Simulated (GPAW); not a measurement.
# Al (P-1) in GPAW: notebook, part 2 of 2

GPAW 26.7.0. The steps go on from the part before.

## (4) Optical spectrum, RPBE (cell sheared at random, sigma 0.03, atoms nudged by 0.01 Å)

run.py

```python
from ase.dft.bandgap import bandgap
from ase.io import read, write
from gpaw import GPAW, PW
from gpaw.response.df import DielectricFunction

atoms = read('POSCAR')

calc = GPAW(mode=PW(500),
            xc='RPBE',
            kpts={'size': (9, 9, 9), 'gamma': True},
            occupations={'name': 'fermi-dirac', 'width': 0.05},
            nbands=7,
            convergence={'density': 1e-06},
            maxiter=150,
            txt='gpaw.txt')
atoms.calc = calc
energy = atoms.get_potential_energy()
calc.write('gs.gpw')
write('result.traj', atoms)
print(f'Energy: {energy:.6f} eV')
print('Fermi level:', round(calc.get_fermi_level(), 4), 'eV')
print(f'Gap: {bandgap(calc)[0]:.4f} eV, direct: {bandgap(calc, direct=True)[0]:.4f} eV')

dense = calc.fixed_density(kpts={'size': (18, 18, 17), 'gamma': True},
                           nbands=18, convergence={'bands': 12, 'eigenstates': 1e-7},
                           update_fermi_level=True, txt='dense.txt')
dense.write('dense.gpw', mode='all')

df = DielectricFunction('dense.gpw', frequencies={'type': 'nonlinear', 'domega0': 0.05, 'omega2': 10},
                        eta=0.1, ecut=50, nbands=12, rate='eta', txt='df.txt')
for direction in ['x', 'y', 'z']:
    df.get_dielectric_function(xc='RPA', direction=direction, filename=f'df_{direction}.csv')
```

POSCAR

```
Al
1.0
   -0.0204552100      1.9706540500      2.0438328400
    2.0026569100      0.0099662700      2.0134113600
    2.0592944800      1.9968701300     -0.0466712900
Al
1
Direct
    0.0000000000      0.0000000000      0.0000000000
```

Potentials or basis: the program's PAW data sets (release 1.2.1) made for this functional, pw.

Command:

```
$ OMP_NUM_THREADS=1 python run.py
```

gpaw.txt:

```text
__  _  _
 | _ |_)|_||  |
 |__||  | ||/\| - 26.7.0

Input parameters:
  mode=PW(ecut=500.0),
  convergence={'density': 1e-06},
  kpts=MonkhorstPack(size=(9, 9, 9), gamma=True),
  maxiter=150,
  nbands=7,
  occupations=Occupations(name='fermi-dirac', width=0.05),
  xc=XC(name='RPBE')

Diagonalizing LCAO Hamiltonian
Converting LCAO to pw mode

       Al

Atoms  # Å, Bohr magnetons
|   | symbol |        x |        y |        z |    initial magnetic moments |
|---|--------|----------|----------|----------|-----------------------------|
| 0 |     Al | 0.000000 | 0.000000 | 0.000000 | ( 0.0000,  0.0000,  0.0000) |

Unit cell  # Å
| periodic |         x |        y |         z |  lengths |    angles |
|----------|-----------|----------|-----------|----------|-----------|
|      yes | -0.020455 | 1.970654 |  2.043833 | 2.839216 | 60.190867 |
|      yes |  2.002657 | 0.009966 |  2.013411 | 2.839817 | 62.209844 |
|      yes |  2.059294 | 1.996870 | -0.046671 | 2.868861 | 59.487265 |

Number of symmetries: 2
Symmetry operations  # r_c * U_cc + t_c -> r_c
|   | kind |            matrix            |
|---|------|------------------------------|
| 0 |  E   |  1, 0, 0,  0, 1, 0,  0, 0, 1 |
| 1 |  i   | -1, 0, 0,  0,-1, 0,  0, 0,-1 |

BZ-sampling:
  Number of BZ points: 729
  Number of IBZ points: 365

  Monkhorst-Pack size: [9, 9, 9]
  Monkhorst-Pack shift: [0, 0, 0]

K-points  # in reciprocal-cell coordinates
|     |                                coordinates |     weight |
|-----|--------------------------------------------|------------|
|   0 | (  0.00000000,   0.00000000,   0.00000000) | 0.00137174 |
|   1 | (  0.00000000,   0.00000000,   0.11111111) | 0.00274348 |
|   2 | (  0.00000000,   0.00000000,   0.22222222) | 0.00274348 |
|   3 | (  0.00000000,   0.00000000,   0.33333333) | 0.00274348 |
|   4 | (  0.00000000,   0.00000000,   0.44444444) | 0.00274348 |
|   5 | (  0.00000000,   0.11111111,  -0.44444444) | 0.00274348 |
|   6 | (  0.00000000,   0.11111111,  -0.33333333) | 0.00274348 |
|   7 | (  0.00000000,   0.11111111,  -0.22222222) | 0.00274348 |
|   8 | (  0.00000000,   0.11111111,  -0.11111111) | 0.00274348 |
|   9 | (  0.00000000,   0.11111111,   0.00000000) | 0.00274348 |
| ... |                                            |            |
| 364 | (  0.44444444,   0.44444444,   0.44444444) | 0.00274348 |

Plane wave coefficients: 432
Cutoff: 500.0 eV

Spin-components: 1 (collinear spins)
Bands:           7
Projectors:      5
Spin-degeneracy: 2
Datatype:        complex128

Parallelization:
  kpt:    1
  domain: 1
  band:   1

Density:
  Valence electrons: 3.0
  Components: 1
  Grid points: [15 15 15]
  Charge: 0.0  # |e|

Potential:
  Grid points: [15 15 15]

species:
  Al:
    name:    Aluminium
    Z:       13.0
    valence: 3
    core:    10
    charge:  0.0  # [|e|]
    compensation charges:
      type: gauss
      rc: 0.34  # [Å]
      lmax: 2
    cutoffs:
      filter: 1.91  # [Å]
      core: 2.36  # [Å]
    projectors
    | kind |    occ | energy [eV] | rcut [Å] |
    |------|--------|-------------|----------|
    |   3s |  2.000 |      -7.732 |    1.085 |
    |   3p |  1.000 |      -2.717 |    1.085 |
    |    s |        |      19.479 |    1.085 |
    |    p |        |      24.495 |    1.085 |
    |    d |        |       0.000 |    1.085 |

    Using partial waves for Al as LCAO basis

Reference energy: -6606.623678  # eV

eigensolver:
  PPCG
  Converge bands: occupied
  niter=2

density mixing:
  MSR1-Mixer
  Pratt-step length: 0.05
  Maximum mixing coefficient: 0.75
  Old densities: 10
  SVD Regularization: 0.005
  Good broyden scale: 1.0
  Trust region scale: 1.0
  Backstep threshold: 4.0
  History deletion threshold: 6.0
  Fourier metric: weight=20.0, sigma=0.015

occupation numbers:
  Fermi-Dirac:
    width: 0.0500  # eV

poisson solver:
  ecut: 4000.0  # eV

xc functional:
  name: RPBE with 2 nearest neighbor stencil

convergence criteria:
- Maximum integral of absolute [dens]ity change: 1e-06 electrons / valence electron
- Maximum [total energy] change in last 3 cyles: 0.0005 eV / valence electron
- Maximum integral of absolute [eigenst]ate change: 4e-08 eV^2 / valence electron
maximum number of iterations: 150

SCF iterations
|iter     | |      energy | eigst |  dens |
|---------|-|-------------|-------|-------|
|iter:   1| |   -3.450371 | -0.26 |       |
|iter:   2| |   -3.450844 | -3.48 | -0.97 |
|iter:   3| |   -3.452751 | -3.26 | -0.99 |
|iter:   4| |   -3.453275 | -3.91 | -1.54 |
|iter:   5| |   -3.453286c| -5.98 | -2.89 |
|iter:   6| |   -3.453288c| -6.49 | -3.31 |
|iter:   7| |   -3.453288c| -8.32c| -4.58 |
|iter:   8| |   -3.453288c| -8.56c| -5.05 |
|iter:   9| |   -3.453288c| -9.84c| -6.44c|

Converged in 9 steps
Energy contributions relative to reference atoms: (reference = -6606.623678)

Energy contributions:
  Kinetic:           3.664733
  Coulomb:          -1.708152
  Zero:             -0.007398
  External:          0.000000
  Xc:               -5.400118
  Entropy:          -0.004707
  Spinorbit:         0.000000
  ----------------------------
  Free energy:      -3.455641
  Extrapolated:     -3.453288

dipole moment: (-6.911723, -6.802261, -6.858839)  # |e|*Ang

Fermi level: 7.227
Eigenvalues  # (at kpt = [0.000, 0.000, 0.000])
| band index |      eig [eV] | occ [0-2] |
|------------|---------------|-----------|
|          0 |        -3.897 |     2.000 |
|          1 |        19.069 |     0.000 |
|          2 |        20.087 |     0.000 |
|          3 |        20.381 |     0.000 |
|          4 |        20.555 |     0.000 |
|          5 |        21.409 |     0.000 |
|          6 |        22.079 |     0.000 |

No gap
No difference between direct/indirect transitions
# Writing to gs.gpw (mode='')
```

Run time: 8.1 min. Hardware: 1 thread of Arm Neoverse N1, shared host; peak memory 0.87 GiB.

What came out:

- Free energy: -3.4556 eV
- Band gap on the k mesh: none (metal or under the smearing width)

Dielectric function (mean over the directions given):
| energy (eV) | real part | imaginary part |
| --- | --- | --- |
| 1.04 | -137.81 | 45.44 |
| 1.43 | -66.16 | 50.99 |
| 1.89 | -50.65 | 35.86 |
| 2.42 | -41.10 | 12.16 |
| 2.79 | -30.54 | 7.01 |
| 3.30 | -19.44 | 4.88 |
| 3.76 | -16.85 | 4.11 |
| 4.16 | -13.56 | 2.12 |
| 4.65 | -10.39 | 1.23 |
| 5.16 | -7.85 | 1.21 |
| 5.53 | -7.07 | 1.28 |
| 6.07 | -5.86 | 0.65 |
| 6.55 | -4.75 | 0.39 |
| 7.04 | -3.85 | 0.44 |
| 7.38 | -3.51 | 0.51 |
| 7.90 | -3.03 | 0.28 |
| 8.43 | -2.46 | 0.19 |
| 8.80 | -2.14 | 0.18 |
| 9.27 | -1.83 | 0.22 |
| 9.76 | -1.62 | 0.15 |
| 10.16 | -1.39 | 0.12 |
| 10.67 | -1.14 | 0.10 |
| 11.20 | -0.94 | 0.11 |
| 11.52 | -0.86 | 0.11 |
| 12.08 | -0.68 | 0.07 |
| 12.53 | -0.55 | 0.06 |
| 13.00 | -0.43 | 0.07 |
| 13.48 | -0.35 | 0.07 |
| 13.97 | -0.26 | 0.05 |
| 14.48 | -0.16 | 0.04 |
| 14.86 | -0.10 | 0.04 |
| 15.39 | -0.03 | 0.05 |
| 15.94 | 0.04 | 0.04 |
| 16.36 | 0.09 | 0.04 |
| 16.93 | 0.15 | 0.03 |
| 17.51 | 0.20 | 0.03 |
| 17.96 | 0.24 | 0.03 |
| 18.58 | 0.30 | 0.03 |
| 19.22 | 0.34 | 0.03 |
| 19.87 | 0.38 | 0.02 |

Caveat: the intraband term hangs on this k mesh; the long-wavelength limit can be off by a per cent or two; independent-particle spectra lack excitons.

## (5) Overview

| level | potentials or basis | gap on the mesh (eV) |
| --- | --- | --- |
| PBEsol | PAW data sets generated in the run's folder for this functional, pw | none |
| PBE | GPAW PAW data sets (gpaw-data 1.2.1), pw | none |
| RPBE | the program's PAW data sets (release 1.2.1) made for this functional, pw | none |

Alike in all rows: task optical spectrum; no spin polarisation; cell sheared at random, sigma 0.03, atoms nudged by 0.01 Å; k mesh 9 × 9 × 9; cutoff (eV) 500; smearing fermi-dirac 0.05 eV.

Caveats: the intraband term hangs on this k mesh; the long-wavelength limit can be off by a per cent or two; independent-particle spectra lack excitons.

Absolute energies hang on the potentials; compare differences alone.
